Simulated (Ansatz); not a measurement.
```yaml
crystal:
  lattice:
    - [0.0, 2.0788697323, 2.0788697323]
    - [2.0788697323, 0.0, 2.0788697323]
    - [2.0788697323, 2.0788697323, 0.0]
  atoms:
    - { symbol: Nb, position: [0.0, 0.0, 0.0] }
basis:
  ecutwfc: 420
  ecutrho_ratio: 4
kpoints:
  mp_grid: { grid: [8, 8, 8] }
hamiltonian:
  xc: pbe
scf:
  occupations: { method: gaussian, width: 0.05 }
output:
  forces: true
  stress: true
  eigenvalues: true
```

What does this Ansatz input ask for?

It asks for a single-point calculation of Nb with PBE (scalar-relativistic), a cutoff of 420 eV (density cutoff 4 times that), a Γ-centred 8×8×8 mesh and Gaussian smearing of 0.05 eV, without spin polarisation. Forces, stress and eigenvalues are wanted.

How large is the problem?

13 valence electrons, 339 plane waves at Γ, 48 symmetry operations and 29 irreducible k-points; it took 6 SCF iterations in all.

At room temperature and ambient pressure Nb is bcc.
